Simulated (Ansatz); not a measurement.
# SiNi2: the cost of one run

Program: Ansatz 0.2.0. Level of theory: DFT PBEsol, scalar-relativistic, plane waves, PAW. These are calculated values, not measurements.

2 further runs of the same task are left out: 2 set aside as unsound or not needed.

## 1. Starting point

It takes space group P6_3/mmc (No. 194, hexagonal). Conventional cell: a = 3.868 Å, b = 3.868 Å, c = 4.917 Å, α = 90.00°, β = 90.00°, γ = 120.00°. Si (site symmetry -6m2) has 11 Ni at 2.23 to 2.55 Å in its first shell of neighbours. Ni (site symmetry -3m) has 8 Ni at 2.46 to 2.55 Å and 6 Si at 2.55 Å in its first shell of neighbours. Around Ni (site symmetry -6m2) lie 5 Si at 2.23 to 2.46 Å and 6 Ni at 2.55 Å.

Coordinates:

```cif
data_structure
_symmetry_space_group_name_H-M 'P6_3/mmc'
_symmetry_Int_Tables_number 194
_cell_length_a 3.8685
_cell_length_b 3.8685
_cell_length_c 4.9170
_cell_angle_alpha 90.000
_cell_angle_beta 90.000
_cell_angle_gamma 120.000
_cell_volume 63.72
loop_
_atom_site_label
_atom_site_type_symbol
_atom_site_symmetry_multiplicity
_atom_site_Wyckoff_symbol
_atom_site_fract_x
_atom_site_fract_y
_atom_site_fract_z
_atom_site_occupancy
Si1 Si 2 d 0.33333 0.66667 0.75000 1
Ni1 Ni 2 a 0.00000 0.00000 0.00000 1
Ni2 Ni 2 c 0.33333 0.66667 0.25000 1
```

It is the result of an earlier relaxation at this level (volume 10.62 Å³/atom; gap on the mesh: none (metal)).

Bulk energy on matching settings, from an earlier run: -4077.7252 eV/atom.

## 2. The (100) slab

Planes are indexed in the bulk's conventional cell (P6_3/mmc (No. 194)), a = 3.868 Å, b = 3.868 Å, c = 4.917 Å, α = 90.00°, β = 90.00°, γ = 120.00°.

Cut from the relaxed bulk: a (100) slab, 12.3 Å thick as cut, with 15 Å of vacuum; its outer planes are SiNi (top) and Ni (bottom).

The slab as cut. Its planes from the bottom up:

```
plane  atoms per cell  height over the lowest (Å)
    1             Ni2                        0.00
    2            SiNi                        1.12
    3            SiNi                        2.23
    4             Ni2                        3.35
    5            SiNi                        4.47
    6            SiNi                        5.58
    7             Ni2                        6.70
    8            SiNi                        7.82
    9            SiNi                        8.93
   10             Ni2                       10.05
   11            SiNi                       11.17
   12            SiNi                       12.28
```

## 3. The slab as cut, atoms at the bulk's places

A dipole layer in the vacuum cancels the field that periodic copies would set up if the slab's two faces differ.

The input, input.yaml:

```yaml
crystal:
  lattice:
    - [3.8684636528, 0.0, 0.0]
    - [0.0, 4.9169852583, 0.0]
    - [0.0, 0.0, 27.2840219222]
  atoms:
    - { symbol: Ni, position: [0.5, 0.0, 0.2748861594] }
    - { symbol: Ni, position: [0.5, 0.5, 0.2748861594] }
    - { symbol: Si, position: [0.0, 0.25, 0.3158159486] }
    - { symbol: Ni, position: [0.0, 0.75, 0.3158159486] }
    - { symbol: Si, position: [0.5, 0.75, 0.3567457378] }
    - { symbol: Ni, position: [0.5, 0.25, 0.3567457378] }
    - { symbol: Ni, position: [0.0, 0.0, 0.397675527] }
    - { symbol: Ni, position: [0.0, 0.5, 0.397675527] }
    - { symbol: Si, position: [0.5, 0.25, 0.4386053162] }
    - { symbol: Ni, position: [0.5, 0.75, 0.4386053162] }
    - { symbol: Si, position: [0.0, 0.75, 0.4795351054] }
    - { symbol: Ni, position: [0.0, 0.25, 0.4795351054] }
    - { symbol: Ni, position: [0.5, 0.0, 0.5204648946] }
    - { symbol: Ni, position: [0.5, 0.5, 0.5204648946] }
    - { symbol: Si, position: [0.0, 0.25, 0.5613946838] }
    - { symbol: Ni, position: [0.0, 0.75, 0.5613946838] }
    - { symbol: Si, position: [0.5, 0.75, 0.602324473] }
    - { symbol: Ni, position: [0.5, 0.25, 0.602324473] }
    - { symbol: Ni, position: [0.0, 0.0, 0.6432542622] }
    - { symbol: Ni, position: [0.0, 0.5, 0.6432542622] }
    - { symbol: Si, position: [0.5, 0.25, 0.6841840514] }
    - { symbol: Ni, position: [0.5, 0.75, 0.6841840514] }
    - { symbol: Si, position: [0.0, 0.75, 0.7251138406] }
    - { symbol: Ni, position: [0.0, 0.25, 0.7251138406] }
basis:
  ecutwfc: 420
kpoints:
  mp_grid: { grid: [9, 7, 1] }
hamiltonian:
  xc: pbesol
scf:
  occupations: { method: gaussian, width: 0.1 }
output:
  forces: true
  stress: true
  eigenvalues: true
  write_density: true
  write_potential: true
  elf: true
  volumetric_format: npy
efield:
  axis: 3
  dipole_correction: true
  ramp_width: 0.04
```

Launch:

```
$ ansatz run input.yaml --threads 4 --pin off --max-ram 10240MiB --backend cpu --events-out ev --progress --plain --runs-dir out
```

What time and memory should one allow on 4 threads of Intel Xeon 6975P-C (Granite Rapids), shared host?

About 66 s, with a peak of 2.9 GiB.
